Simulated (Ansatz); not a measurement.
# BAs (F-43m) in Ansatz: further runs

One crystal, BAs, is run at these levels: PBE-EpsX; tasks: band structure, single point, equation of state.

Everything below comes from runs of Ansatz 0.2.0. Logs are shortened: lines on timing, memory, paths and dates and some standing lists are left out, and cuts for length are marked.

## (1) Starting point

It takes space group F-43m (No. 216, cubic). Conventional cell: a = 4.777 Å, b = 4.777 Å, c = 4.777 Å, α = 90.00°, β = 90.00°, γ = 90.00°. As (site symmetry -43m) has 4 B at 2.07 Å as nearest neighbours. B (site symmetry -43m) has 4 As at 2.07 Å as nearest neighbours.

## (2) Band structure, PBE-EpsX

Input file input.yaml:

```yaml
crystal:
  lattice:
    - [0.0, 2.3885, 2.3885]
    - [2.3885, 0.0, 2.3885]
    - [2.3885, 2.3885, 0.0]
  atoms:
    - { symbol: As, position: [0.75, 0.75, 0.75] }
    - { symbol: B, position: [0.0, 0.0, 0.0] }
hamiltonian:
  xc:
    exchange: pbe
    correlation: pbe
    exx: { coeff: inverse_dielectric }
  pseudopotentials: { kind: paw }
kpoints:
  mp_grid: { grid: [6, 6, 6] }
  band_path:
    path:
      - [[0.0, 0.0, 0.0], [0.5, 0.0, 0.5], [0.5, 0.25, 0.75], [0.375, 0.375, 0.75], [0.0, 0.0, 0.0], [0.5, 0.5, 0.5], [0.625, 0.25, 0.625], [0.5, 0.25, 0.75], [0.5, 0.5, 0.5], [0.375, 0.375, 0.75]]
      - [[0.625, 0.25, 0.625], [0.5, 0.0, 0.5]]
    npoints: 4
scf:
  occupations: { method: fermi_dirac, width: 0.05 }
  n_extra_bands: 6
output:
  forces: true
  stress: true
  eigenvalues: true
  fatbands: false
```

Potentials or basis: Ansatz PAW.

Run with:

```sh
> ansatz run input.yaml --threads 2 --pin off --max-ram 5632MiB --backend cpu --events-out ev --progress --plain --runs-dir out
```

Output:

```text
Warning: output.stress: scf.convergence.dr2_threshold = 1e-7 eV (the SCF's general default) is looser than the 2e-10 eV advised for a printed stress (1e-10 eV for each atom of the cell: 2). What an SCF threshold leaves in a stress goes as its square root, and in the free energy as the threshold itself, and one threshold admits the most on a small cell: of the crystals measured, under no hybrid functional and no lock of the moments, on runs that ended without the residual-converged pass, on stresses that held no estimate of that error, the worst erred by over 100 MPa in a component at 1e-7 eV an atom and by under 5 at 1e-10. Set scf.convergence.dr2_threshold to 2e-10 eV or tighter. The threshold is an SCF's pass mark: one that does not reach it within its budget of iterations ends unconverged, or closes short of it on a stop that the run arms, and scf.convergence.dr2_threshold's page says what that costs each kind of run
Warning: output.stress: scf.exx.energy_threshold = 1e-6 eV is looser than the 2e-8 eV advised for a stress under a hybrid functional (1e-8 eV for each atom of the cell: 2). Every SCF of the exchange loop can meet its threshold on dr2 while the loop round them stops early: no threshold on dr2 bounds what that leaves in the stress. Set scf.exx.energy_threshold to 2e-8 eV or tighter. The threshold is the loop's pass mark: a loop that does not reach it within its budget of cycles ends unconverged, and scf.exx.energy_threshold's page has the law
Warning: RAYON_NUM_THREADS=2 ignored (pool sized by the plan → 2); use --threads N
scf.n_extra_bands = 6 over 9 filled bands (N_el = 18.0): the run solves 15 bands
the fraction of exact exchange is that of a crystal of As1B1
Engine: ansatz 0.2.0, aarch64-unknown-linux-gnu
Pseudopotentials: kind: paw
Pseudopotential: As, paw, valence charge 15, recommended cutoff 420 eV (normal), As.paw.azcp
Pseudopotential: B, paw, valence charge 3, recommended cutoff 420 eV (normal), B.paw.azcp
Functional definition: unnamed
  parameter a_1 = 0.25
  exchange = (1 - a_1)*pbe_x + a_1*exact_x
  correlation = pbe_c
  a weight of exact exchange comes from the crystal, and the text's number only plans the run
Solving k-mesh 4×4×4 for the fraction of exact exchange
ε∞ on k-mesh 4×4×4 of a primitive cell, without crystal.supercell, crystal.defects and total_charge: xx 9.7735, yy 9.7735, zz 9.7735; 3/Tr ε∞, of that cell with its empty space = 0.1023172657413905; solved inside the basis of its states, on 6×6×6 points, each entry to 0.0438, at a least direct gap of 3.264 eV
Crystal: 2 atoms, lattice volume = 27.252 Å³
Basis set: ecut = 420 eV, 531 PW (Γ), exchange–correlation on 48×48×48 points (8 copies of the dense FFT grid, shifted against one another)
Bands: 15, of which v1, the nominal top of the filled ones, is band 9 counted from 1 (8 counted from 0)
Symmetry: 24 space group operations
Space group: F-43m (ITA 216), of the structure as read, at distance tolerance 3.0e-5 Å
k-points: 16 of 216 (time reversal used)
Non-local potential: As, projectors of the file, l = 0: 2, l = 1: 2, l = 2: 3, l = 3: 1
Non-local potential: B, projectors of the file, l = 0: 2, l = 1: 2, l = 2: 1
PAW form: soft (Blöchl's): semilocal exchange-correlation on the pseudo side does not see the compensation charge
PAW frozen core: As, regenerated for the run's functional, and the local potential with it (the file was generated under x = pbe(κ = 0.804, μ = 0.2195149727645171), c = pbe(β = 0.06672455060314922))
PAW frozen core: B, regenerated for the run's functional, and the local potential with it (the file was generated under x = pbe(κ = 0.804, μ = 0.2195149727645171), c = pbe(β = 0.06672455060314922))
PAW one-centre angular grid: As, 590 points (default); XC on 64 Gauss nodes
PAW one-centre angular grid: B, 110 points (default); XC on 64 Gauss nodes
Initial density: superposition of atomic densities (neutral atoms: chi_scale 0, normalization atom), corrected by the library's trained network
Initial wavefunctions: pseudopotential atomic-orbital guess
Functional: x = pbe(κ = 0.804, μ = 0.2195149727645171), c = pbe(β = 0.06672455060314922), warm-up for x = 0.8976827342586096 pbe(κ = 0.804, μ = 0.2195149727645171) + 0.1023172657413905 exact, c = pbe(β = 0.06672455060314922)
SCF iter   1: F=—  HF=-5012.081027 eV  |F-HF|=—  |Δ(HF+E_count)|=         —  Δρ=8.82e-4  dr2=1.12e-4  ethr=1.77e-3  ⟨swp⟩=2.0  Hψ=1566  notcnv=0
preconditioner: auto → none  [insulator: Δε(μ)=1.283 eV  Ē_g=14.641 eV  σ=0.050 eV  W_gap=1.00  n_scr=8 (ndim 8)  ℏωp=20.1 eV  f_vac=0.001  D(μ)=0.00/eV (n_scr^D=0)]
SCF iter   2: F=-5012.081208 eV  HF=-5012.081156 eV  |F-HF|=5.15e-5  |Δ(HF+E_count)|=   1.29e-4  Δρ=4.22e-4  dr2=2.40e-5  ethr=6.24e-7  ⟨swp⟩=2.9  Hψ=436  notcnv=0  defer=5
SCF 1 stopped early in 2 iterations: F = -5012.081208 eV  dr2 = 2.40e-5
Initial density: handed on by an earlier stage of this run
Initial wavefunctions: those handed on with the density
Functional: x = 0.8976827342586096 pbe(κ = 0.804, μ = 0.2195149727645171) + 0.1023172657413905 exact, c = pbe(β = 0.06672455060314922)
Frozen-core exchange: fock
SCF iter   1: F=—  HF=-5012.648319 eV  |F-HF|=—  |Δ(HF+E_count)|=         —  Δρ=2.81e-3  dr2=1.18e-3  ethr=1.33e-6  ⟨swp⟩=6.1  Hψ=1037  notcnv=0
preconditioner: auto → none  [insulator: Δε(μ)=1.803 eV  Ē_g=15.680 eV  σ=0.050 eV  W_gap=1.00  n_scr=8 (ndim 8)  ℏωp=20.1 eV  f_vac=0.001  D(μ)=0.00/eV (n_scr^D=0)]
SCF iter   2: F=—  HF=-5012.647220 eV  |F-HF|=—  |Δ(HF+E_count)|=   1.10e-3  Δρ=1.33e-3  dr2=3.34e-4  ethr=1.33e-6  ⟨swp⟩=4.0  Hψ=679  notcnv=0
SCF iter   3: F=—  HF=-5012.647177 eV  |F-HF|=—  |Δ(HF+E_count)|=   4.31e-5  Δρ=5.98e-4  dr2=5.06e-5  ethr=1.26e-6  ⟨swp⟩=2.0  Hψ=384  notcnv=0
SCF iter   4: F=—  HF=-5012.647627 eV  |F-HF|=—  |Δ(HF+E_count)|=   4.50e-4  Δρ=4.02e-4  dr2=1.82e-5  ethr=1.89e-7  ⟨swp⟩=3.6  Hψ=537  notcnv=0
SCF iter   5: F=—  HF=-5012.647621 eV  |F-HF|=—  |Δ(HF+E_count)|=   5.78e-6  Δρ=1.69e-4  dr2=2.97e-6  ethr=1.01e-7  ⟨swp⟩=2.0  Hψ=385  notcnv=0
iter 6 solved again at ethr=9.42e-10 eV; its pass at ethr=1.60e-8 eV (dr2=1.70e-7 eV) is discarded
SCF iter   6: F=-5012.647620 eV  HF=-5012.647620 eV  |F-HF|=6.87e-8  |Δ(HF+E_count)|=   8.17e-7  Δρ=3.79e-5  dr2=2.44e-7  ethr=9.42e-10  ⟨swp⟩=4.4  Hψ=1070  notcnv=0  defer=1
SCF 2 stopped early in 6 iterations: F = -5012.647620 eV  dr2 = 2.44e-7
hybrid outer 1: dexx = +4.145e-4 eV, tail = 2.27e-6 eV
Frozen-core exchange: fock
SCF iter   1: F=—  HF=-5012.647640 eV  |F-HF|=—  |Δ(HF+E_count)|=         —  Δρ=2.32e-5  dr2=9.59e-8  ethr=6.31e-8  ⟨swp⟩=4.9  Hψ=535  notcnv=0
preconditioner: auto → none  [insulator: Δε(μ)=1.814 eV  Ē_g=15.680 eV  σ=0.050 eV  W_gap=1.00  n_scr=8 (ndim 8)  ℏωp=20.1 eV  f_vac=0.001  D(μ)=0.00/eV (n_scr^D=0)]
SCF iter   2: F=-5012.647640 eV  HF=-5012.647640 eV  |F-HF|=1.04e-10  |Δ(HF+E_count)|=   3.00e-8  Δρ=1.60e-6  dr2=1.05e-9  ethr=4.94e-10  ⟨swp⟩=3.0  Hψ=522  notcnv=0
SCF 3 converged in 2 iterations: F = -5012.647640 eV  dr2 = 1.05e-9
  Residual-converged pass: ⟨swp⟩=2.9  Hψ=411  notcnv=0  max |occ|·‖R‖ = 2.4e-6 eV (tolerance 2.4e-6 eV)  dr2=1.05e-9  dr2_onsite=5.65e-10  max |Δocc| = 7.7e-18
hybrid outer 2: dexx = +9.697e-9 eV, tail = 3.40e-9 eV, Δε = 4.17e-4 eV (about 3.40e-5 eV left of the loop's levels)
NSCF: frozen V_eff on 42 k-points
hybrid SCF converged: 2 outer / 8 inner (+2 warm-up), last move |dexx| = 9.70e-9 eV, tail = 3.40e-9 eV
Stability not checked: this state was not tested for a lower state beside it, because the functional holds exact exchange (a hybrid, or Hartree-Fock), whose exchange loop this test does not read (fock_operator; see scf.lower_state_search)
Free energy (F): -5012.647640 eV
Frozen-core exchange: fock
Harris-Foulkes:  -5012.647640 eV  (|F-HF|=1.04e-10)
Internal energy: -5012.647640 eV  (E = F + TS)
E sigma→0 (E₀):  -5012.647640 eV
Fermi energy:    11.734022 eV
--- Per-component energies (eV) ---
  E_band       = -232.298586
  E_kinetic    = 151.733897
  E_local      = -1693.863387  (includes V_loc(G=0)·N_el)
  E_nonlocal   = -658.090891
  E_hartree    = 940.450193
  E_xc         = -101.033834
  E_vxc        = -106.735125  (∫ρ·V_xc dr)
  E_exx        = -30.308763  (= α·E_x^exact, valence–valence)
  E_paw        = -1895.432051  (= ΣΔE_a)
  E_vpaw       = 254.373474  (= ΣTr[D̂ρ^β])
  E_aug_tail   = 0.000007  (compensation charges beyond the density's cutoff)
  E_ewald      = -1725.774997
  E_core_change = -0.327814  (= ΣΔE_core)
  E_smearing   = -0.000000  (= −TS)
  E_closure    = 0.000000  (closes the sum)
  Σ components = -5012.647640   (vs F -5012.647640, Δ=0.00e0)
--- Forces (eV/Å), atoms counted from 1 ---
  atom   1  As     0.00000000     0.00000000     0.00000000
  atom   2  B     -0.00000000     0.00000000     0.00000000
  max |Σ_I F_I| component: 5.18e-16 eV/Å
--- Stress (GPa, compression-positive) ---
        1.389820       0.000000      -0.000000
        0.000000       1.389820       0.000000
       -0.000000       0.000000       1.389820
  P = ⅓ Tr σ = 1.3898 GPa (13.898 kbar)
--- Band table (eV; the first three rows and the last of 16) ---
  k-point 0: bands = ["-26.4252", "-26.4252", "-26.4252", "-26.4009", "-26.4009", "-5.2439", "10.8450", "10.8450", "10.8450", "14.7307", "14.7307", "14.7307", "16.2778", "21.1221", "24.7334"]
  k-point 1: bands = ["-26.4244", "-26.4233", "-26.4233", "-26.4008", "-26.4008", "-4.7714", "7.7649", "10.1400", "10.1400", "14.7798", "15.6543", "15.6543", "18.2711", "22.5869", "22.9529"]
  k-point 2: bands = ["-26.4227", "-26.4202", "-26.4202", "-26.3997", "-26.3997", "-3.4480", "3.7882", "9.2608", "9.2608", "14.3327", "16.3479", "16.3479", "20.3404", "23.0981", "23.7297"]
  k-point 15: bands = ["-26.4254", "-26.4143", "-26.4095", "-26.4047", "-26.3970", "-0.7201", "2.2156", "5.4690", "5.6741", "15.2427", "15.4833", "20.3286", "20.5539", "24.1354", "27.4567"]
```

Wall time 1.8 min (2 threads of Arm Neoverse V2, shared host); peak memory 0.89 GiB.

What came out:

| Property | Result |
| --- | --- |
| Free energy | -5012.6476 eV |
| Pressure | 1.4 GPa |
| Band gap on the k mesh | 1.81 eV, indirect (least direct gap 3.89 eV) |
| Band gap along the path | 1.73 eV, indirect (least direct gap 3.89 eV) |
| Share of exact exchange | 0.102 |

Levels at the corners of the path, in eV from the valence-band top:
```csv
point,band 5,band 6,band 7,band 8,band 9,band 10,band 11,band 12,band 13,band 14
Γ,-37.25,-16.09,0.00,0.00,0.00,3.89,3.89,3.89,5.43,10.28
X,-37.24,-11.69,-8.96,-4.26,-4.26,1.97,2.00,12.35,12.35,13.81
W,-37.24,-11.52,-8.48,-5.73,-5.42,5.93,6.73,7.46,7.80,13.27
K,-37.24,-11.74,-8.56,-6.21,-3.64,2.61,6.25,10.09,10.63,11.45
Γ,-37.25,-16.09,0.00,0.00,0.00,3.89,3.89,3.89,5.43,10.28
L,-37.24,-13.08,-9.21,-1.91,-1.91,3.31,5.45,5.45,9.63,13.56
U,-37.24,-11.74,-8.56,-6.21,-3.64,2.61,6.25,10.09,10.63,11.45
W,-37.24,-11.52,-8.48,-5.73,-5.42,5.93,6.73,7.46,7.80,13.27
L,-37.24,-13.08,-9.21,-1.91,-1.91,3.31,5.45,5.45,9.63,13.56
K,-37.24,-11.74,-8.56,-6.21,-3.64,2.61,6.25,10.09,10.63,11.45
U,-37.24,-11.74,-8.56,-6.21,-3.64,2.61,6.25,10.09,10.63,11.45
X,-37.24,-11.69,-8.96,-4.26,-4.26,1.97,2.00,12.35,12.35,13.81
```

Caveat: the k mesh misses the band edges, so the gap on the mesh is wider than the one along the path; the PAW data sets come from PBE, with cores solved anew for the run's functional, which leaves a small shift of forces and pressure; the thresholds are loose for stress.

(Part 1 of 2 ends here.)
